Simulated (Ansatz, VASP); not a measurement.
# Si53PtN72 (Pt_Si): VASP beside Ansatz, part 2 of 2

Aim: how closely do two programs agree when they are given the same cell, functional and k mesh? Of the first pair: The structure shown is the start of the Ansatz relaxation below; VASP solves that cell, so the two are compared at the walk's first step.

VASP 6.6.1 and Ansatz 0.2.0.

So far. Step 3 (VASP: single point, PBEsol, start cell, pair 1): The run ends at a pressure of 7.84 GPa, with forces up to 17 eV/Å.

## 4. Side by side

Known differences besides the potentials themselves: VASP starts from the moments at which Ansatz ended; fixed occupations in Ansatz, narrow Gaussian smearing in VASP; the cutoff is 420 eV in Ansatz and 520 eV in VASP (PREC = Accurate, projectors in real space); Ansatz makes its cores anew for this functional, VASP keeps those of its PBE data sets. Total energies have different zeros and are not compared.

Forces on 7 of the 126 atoms, those with the largest forces and the largest differences (eV/Å; atoms numbered as in POSCAR):

| atom | Ansatz x, y, z | VASP x, y, z |
| --- | --- | --- |
| Si27 | 2.495, 3.109, -0.905 | 2.511, 3.103, -0.918 |
| Si53 | -0.711, 2.775, 1.799 | -0.711, 2.780, 1.810 |
| N79 | 7.530, -6.385, -0.175 | 7.621, -6.449, -0.175 |
| N84 | -8.309, -6.285, -0.346 | -8.405, -6.362, -0.355 |
| N88 | -0.208, 7.956, -14.568 | -0.209, 7.972, -14.584 |
| N112 | -0.110, 8.776, 13.532 | -0.110, 8.789, 13.524 |
| Pt126 | 1.309, -4.417, -0.565 | 1.323, -4.290, -0.558 |

The forces differ by 15 meV/Å r.m.s., which is 0.8 % of the r.m.s. force of 1.811 eV/Å (both taken over all components). Moments aren't recorded for both runs of this pair, so they may hold unlike magnetic states. The cell carries a charge of -2 e against a uniform background, so its pressure also hangs on how the neutralising background is counted, and in a defect's cell a gap may be the spacing between its levels.

## 5. Ansatz: relaxation, PBEsol

This run makes the geometry at which the two programs are then compared.

The structure compared here is the end of the Ansatz relaxation.

input.yaml

```yaml
crystal:
  lattice:
    - [11.43668588, 6.60297367, 0.0]
    - [-11.43668588, 6.60297367, 0.0]
    - [0.0, 0.0, 2.91025578]
  atoms:
    - { symbol: Si, position: [0.01950046, 0.80655545, 0.75] }
    - { symbol: Si, position: [0.3528338, 0.47322211, 0.75] }
    - { symbol: Si, position: [0.68616713, 0.13988878, 0.75] }
    - { symbol: Si, position: [0.21294502, 0.01950046, 0.25] }
    - { symbol: Si, position: [0.54627835, 0.68616713, 0.25] }
    - { symbol: Si, position: [0.87961168, 0.3528338, 0.25] }
    - { symbol: Si, position: [0.13988878, 0.45372165, 0.25] }
    - { symbol: Si, position: [0.47322211, 0.12038832, 0.25] }
    - { symbol: Si, position: [0.80655545, 0.78705498, 0.25] }
    - { symbol: Si, position: [0.19344455, 0.21294502, 0.75] }
    - { symbol: Si, position: [0.52677789, 0.87961168, 0.75] }
    - { symbol: Si, position: [0.86011122, 0.54627835, 0.75] }
    - { symbol: Si, position: [0.12038832, 0.6471662, 0.75] }
    - { symbol: Si, position: [0.45372165, 0.31383287, 0.75] }
    - { symbol: Si, position: [0.78705498, 0.98049954, 0.75] }
    - { symbol: Si, position: [0.31383287, 0.86011122, 0.25] }
    - { symbol: Si, position: [0.6471662, 0.52677789, 0.25] }
    - { symbol: Si, position: [0.98049954, 0.19344455, 0.25] }
    - { symbol: "N", position: [0.0, 0.66666667, 0.75] }
    - { symbol: "N", position: [0.33333333, 0.33333333, 0.75] }
    - { symbol: "N", position: [0.66666667, 0.0, 0.75] }
    - { symbol: "N", position: [0.0, 0.33333333, 0.25] }
    - { symbol: "N", position: [0.33333333, 0.0, 0.25] }
    - { symbol: "N", position: [0.66666667, 0.66666667, 0.25] }
    - { symbol: "N", position: [0.21345843, 0.45653274, 0.75] }
    - { symbol: "N", position: [0.54679176, 0.12319941, 0.75] }
    - { symbol: "N", position: [0.8801251, 0.78986608, 0.75] }
    - { symbol: "N", position: [0.09025902, 0.8801251, 0.25] }
    - { symbol: "N", position: [0.42359235, 0.54679176, 0.25] }
    - { symbol: "N", position: [0.75692569, 0.21345843, 0.25] }
    - { symbol: "N", position: [0.12319941, 0.57640765, 0.25] }
    - { symbol: "N", position: [0.45653274, 0.24307431, 0.25] }
    - { symbol: "N", position: [0.78986608, 0.90974098, 0.25] }
    - { symbol: "N", position: [0.21013392, 0.09025902, 0.75] }
    - { symbol: "N", position: [0.54346726, 0.75692569, 0.75] }
    - { symbol: "N", position: [0.87680059, 0.42359235, 0.75] }
    - { symbol: "N", position: [0.1198749, 0.21013392, 0.25] }
    - { symbol: "N", position: [0.45320824, 0.87680059, 0.25] }
    - { symbol: "N", position: [0.78654157, 0.54346726, 0.25] }
    - { symbol: "N", position: [0.24307431, 0.78654157, 0.75] }
    - { symbol: "N", position: [0.57640765, 0.45320824, 0.75] }
    - { symbol: "N", position: [0.90974098, 0.1198749, 0.75] }
  supercell: [1, 1, 3]
  defects: [{ substitution: { at: 43, symbol: Pt } }]
total_charge: -2
basis:
  ecutwfc: 420
  xc_grid: 2
hamiltonian:
  xc: pbesol
  pseudopotentials: { kind: paw, azcp: { folder: soft_1 }, xc_functional: pbe }
kpoints:
  mp_grid: { grid: [1, 1, 1], shift: [0.25, 0.25, 0.25] }
magnetization:
  spin_polarized: true
  initial_magnetization: 2
  spin_locking: { lock_magnetization: hard }
scf:
  occupations: { method: fixed }
  max_iter: 80
output:
  forces: true
  charged_corrections: { epsilon: [4.29, 4.29, 4.37], static_epsilon: [8.29, 8.29, 8.25] }
relax:
  f_tol: 0.02
  max_steps: 80
  random_displacement: { amplitude: 0.05, seed: 7484 }
checkpoint:
  write: "../qm2_M2.relax.run"
  compress: false
  write_wavefunctions: true
  write_every: 100000
```

Command:

```console
$ ansatz run input.yaml --threads 4 --pin off --max-ram 15073MiB --backend cpu --events-out ev --progress --plain --runs-dir out
```

Numbers of over 12 decimals in the logs are rounded to 6 here.

Output:

```text
[...]
Crystal: 126 atoms, lattice volume = 1318.628 Å³
Basis set: ecut = 420 eV, 25805 PW (Γ), exchange–correlation on 180×180×120 points (8 copies of the dense FFT grid, shifted against one another)
Bands: 423, of which v1, the nominal top of the filled ones, is band 296 counted from 1 (295 counted from 0)
Symmetry: 1 space group operations
k-points: 1
[...]
Starting moments: Σ|m| = 2 μB on 126 of 126 sites
[...]
- { symbol: Si, position: [0.472434, 0.119549, 0.415262] }
    - { symbol: Si, position: [0.814642, 0.792907, 0.417940] }
[...]
- { symbol: Si, position: [0.786165, 0.979784, 0.917459] }
    - { symbol: Si, position: [0.314073, 0.859258, 0.750433] }
    - { symbol: Si, position: [0.646465, 0.527011, 0.747725] }
    - { symbol: Si, position: [0.978920, 0.193142, 0.750964] }
[...]
- { symbol: N, position: [0.787697, 0.546356, 0.749359] }
    - { symbol: N, position: [0.243572, 0.786023, 0.917533] }
    - { symbol: N, position: [0.577527, 0.452029, 0.914738] }
    - { symbol: N, position: [0.907960, 0.119204, 0.917758] }
```

## 6. VASP: single point, PBEsol, relaxed cell, pair 2

The same cell, functional and mesh now go to VASP, with its own data sets.

INCAR

```
SYSTEM = Si53PtN72
PREC = Accurate
ENCUT = 520
EDIFF = 1E-06
NELM = 200
ISMEAR = 0
SIGMA = 0.01
LREAL = Auto
ALGO = Normal
GGA = PS
NELECT = 584
NBANDS = 384
ISPIN = 2
MAGMOM = 0 0 0 0 0 0 0 0 0 0 0 0 0 0 0 0 0 0 0 0 0 0 0 0 0 0 0 0 0 -0 0 0 0 0 -0 0 0 0 0 0 0 0 0 0 0 0 0 0 0 0 0 0 -0 0 0 0 0 0 -0 0.01 0 0 0 0.01 0 0 0 0 -0 0 0 0 0 0 0 0 0 0 0.15 0 0.01 0 0.01 0.08 0 0 0 0.09 0 0 0 0 0.01 0.02 0 -0 0 0 0 0 0 0 -0 0 0 0 0 0 0 0 0 0.1 0 0 0 0 0 0.01 0 -0 -0 -0 0 0 0 0.62
LASPH = .TRUE.
LMAXMIX = 4
LORBIT = 11
LWAVE = .FALSE.
LCHARG = .FALSE.
ISIF = 2
ISYM = 0
NUPDOWN = 2
GGA_COMPAT = .FALSE.
NCORE = 4
```

POSCAR

```
Si53PtN72
1.0
   11.4366858800      6.6029736700      0.0000000000
  -11.4366858800      6.6029736700      0.0000000000
    0.0000000000      0.0000000000      8.7307673400
Si N Pt
53 72 1
Direct
    0.0210058602      0.8066638896      0.2495193615
    0.3536719388      0.4717112868      0.2514476471
[... 7 atom lines left out ...]
    0.1931825544      0.2127209658      0.2505242069
[... 3 atom lines left out ...]
    0.4545391743      0.3131818822      0.2481282670
[... 7 atom lines left out ...]
    0.5573125475      0.6912347554      0.4115367523
[... 1 atom line left out ...]
    0.1374093319      0.4509400592      0.4198232331
[... 2 atom lines left out ...]
    0.1940404937      0.2141959619      0.5832508667
    0.5269404043      0.8780984624      0.5826833258
[... 1 atom line left out ...]
    0.1195378621      0.6450037456      0.5846370337
    0.4533785923      0.3137246609      0.5813632110
[... 2 atom lines left out ...]
    0.6428115279      0.5285891432      0.4135971684
    0.9796362132      0.1938296797      0.4163091935
[... 1 atom line left out ...]
    0.3486901191      0.4738786413      0.9149899576
[... 2 atom lines left out ...]
    0.5462269018      0.6861956505      0.7518343475
[... 1 atom line left out ...]
    0.1321558075      0.4497615079      0.7551386351
[... 2 atom lines left out ...]
    0.1928263700      0.2135228154      0.9156537677
[... 3 atom lines left out ...]
    0.4522205186      0.3141106306      0.9140858284
[... 2 atom lines left out ...]
    0.6464654437      0.5270112920      0.7477253034
    0.9789200556      0.1931417263      0.7509635204
[... 1 atom line left out ...]
    0.3331182847      0.3307302001      0.2452589771
[... 4 atom lines left out ...]
    0.2114844038      0.4548758830      0.2514755745
[... 3 atom lines left out ...]
    0.4166796073      0.5467273171      0.0812151435
[... 5 atom lines left out ...]
    0.5490459946      0.7626963003      0.2477671317
[... 5 atom lines left out ...]
    0.5828864281      0.4474906631      0.2454209216
[... 2 atom lines left out ...]
    0.3323582678      0.3241537532      0.5811915865
[... 1 atom line left out ...]
    0.9952034332      0.3315449533      0.4122005429
[... 1 atom line left out ...]
    0.6787790126      0.6742306060      0.4197947120
    0.1904916096      0.4412728444      0.5908171320
[... 3 atom lines left out ...]
    0.4688378277      0.5482523523      0.3712357747
[... 1 atom line left out ...]
    0.1215952299      0.5755560702      0.4168109800
    0.4589579458      0.2425138678      0.4141982598
[... 1 atom line left out ...]
    0.2052842222      0.0860832785      0.5838276103
    0.5482184688      0.7589848499      0.5809511516
[... 1 atom line left out ...]
    0.1171691217      0.2073037011      0.4159045551
[... 3 atom lines left out ...]
    0.5796384189      0.4514746231      0.5820833061
[... 2 atom lines left out ...]
    0.3320066612      0.3335245578      0.9157513897
[... 1 atom line left out ...]
    0.9918626699      0.3297692986      0.7571116107
[... 1 atom line left out ...]
    0.6685152771      0.6679082238      0.7489456345
    0.2063800774      0.4508597671      0.9190903816
[... 3 atom lines left out ...]
    0.4252402607      0.5561871321      0.7689853259
[... 1 atom line left out ...]
    0.1198079393      0.5756856323      0.7535727486
    0.4582988670      0.2429266338      0.7493022008
[... 2 atom lines left out ...]
    0.5512642132      0.7625408867      0.9192614920
[... 1 atom line left out ...]
    0.1162781644      0.2064120907      0.7504107687
[... 3 atom lines left out ...]
    0.5775271100      0.4520290669      0.9147382611
[... 1 atom line left out ...]
    0.3603857809      0.4963591849      0.5500090144
```

KPOINTS

```
Points of the shifted mesh
1
Reciprocal
 0.2500000000  0.2500000000  0.2500000000 1
```

Potentials, in the order of the species: Si, N and Pt (PBE family, release 64).

Command:

```console
$ mpirun -np 16 vasp_std
```

Output:

```text
[banner, memory and clock lines left out]
running   16 mpi-ranks, on    1 nodes
[...]
[... a notice as in an earlier step ...]

 LDA part: xc-table for (Slater+PW92), standard interpolation
 POSCAR, INCAR and KPOINTS ok, starting setup
[...]
entering main loop
       N       E                     dE             d eps       ncg     rms          rms(c)
DAV:   1     0.282088588626E+04    0.28209E+04   -0.28922E+05  1544   0.141E+03
DAV:   2    -0.923354078444E+03   -0.37442E+04   -0.35953E+04  1872   0.304E+02
DAV:   3    -0.119940258876E+04   -0.27605E+03   -0.27370E+03  1856   0.845E+01
DAV:   4    -0.120590846422E+04   -0.65059E+01   -0.64767E+01  1944   0.131E+01
DAV:   5    -0.120606952282E+04   -0.16106E+00   -0.16078E+00  1872   0.203E+00BRMIX: very serious problems
 the old and the new charge density differ
 old charge density:   582.00000 new  584.00000
    0.903E+01
DAV:   6    -0.106299326144E+04    0.14308E+03   -0.55316E+02  1792   0.328E+01    0.444E+01
DAV:   7    -0.106067785155E+04    0.23154E+01   -0.36381E+01  1824   0.115E+01    0.230E+01
DAV:   8    -0.105981157372E+04    0.86628E+00   -0.22402E+00  1832   0.311E+00    0.144E+01
DAV:   9    -0.105957724309E+04    0.23433E+00   -0.42806E-01  1856   0.119E+00    0.427E+00
[...]
DAV:  17    -0.105955725882E+04   -0.29039E-04   -0.22826E-05  1752   0.766E-03    0.603E-03
DAV:  18    -0.105955726495E+04   -0.61309E-05   -0.74689E-06  1656   0.438E-03    0.330E-03
DAV:  19    -0.105955726567E+04   -0.71969E-06   -0.97478E-07  1160   0.176E-03
   1 F= -.10595573E+04 E0= -.10595573E+04  d E =-.101597E-19  mag=     2.0000
```

Parts of OUTCAR (step 6):

```text
 magnetization (x)
# of ion       s       p       d       tot
------------------------------------------
    1        0.000   0.000   0.000   0.000
    2        0.000   0.004   0.000   0.004
    3        0.000   0.000   0.000   0.000
    4        0.000  -0.000   0.000  -0.000
    5        0.000   0.000   0.000   0.000
    6        0.000   0.000   0.000   0.000
[...]
124        0.000   0.000   0.000   0.001
  125        0.000   0.000   0.000   0.000
  126        0.029   0.112   0.778   0.919
--------------------------------------------------
tot          0.088   0.649   0.778   1.516
```

The run ends at a pressure of 4.79 GPa, with forces up to 0.032 eV/Å.

## 7. Comparison

What differs besides the data sets and the points named for the pairs above, as far as they apply: site moments are counted in spheres of each program's own size. Total energies have different zeros and are not compared.

Both answers:

| quantity | Ansatz | VASP | difference |
| --- | --- | --- | --- |
| total moment, fixed by the input (μB) | 2.00 | 2.00 | 0.00 |
| moment on Pt126 (μB) | 0.62 | 0.92 | -0.30 |
| moment on N79 (μB) | 0.15 | 0.16 | -0.01 |
| moment on N112 (μB) | 0.10 | 0.11 | -0.01 |
| moment on N88 (μB) | 0.09 | 0.09 | 0.00 |
| moment on N84 (μB) | 0.08 | 0.09 | -0.01 |

At this near-relaxed geometry the largest component of a force difference is 25 meV/Å. The cell carries a charge of -2 e against a uniform background, so its pressure also hangs on how the neutralising background is counted, and in a defect's cell a gap may be the spacing between its levels.

## 8. Outcome

```
r.m.s. force difference (single point, PBEsol, start cell, pair 1)         : 0.81 % of the r.m.s. force
difference in moment on Pt126 (single point, PBEsol, relaxed cell, pair 2) : -0.30 μB
```

**Reading.** The r.m.s. force difference is 0.81 % of the r.m.s. force (single point, PBEsol, start cell, pair 1), within the 3 % picked in this series as the mark of a large difference. The data sets hold unlike numbers of valence electrons (592 in Ansatz and 584 in VASP), so part of the differences comes from the potentials. Such differences can come from data sets, numerical settings and the points named under the comparisons, not from the functional's error against experiment.

[Lines on the potential files, build, host, timing and source positions are cut from VASP's logs without a mark.]

[Logs are printed without paths, hosts, clocks, repeated set-up lines and the standing remarks that a program may print on its own settings, such as how far it seeks lower states.]

[Hosts, paths, dates, database ids (printed as entryN), source tags and the programs' standing remarks are cut or masked in the printed files.]
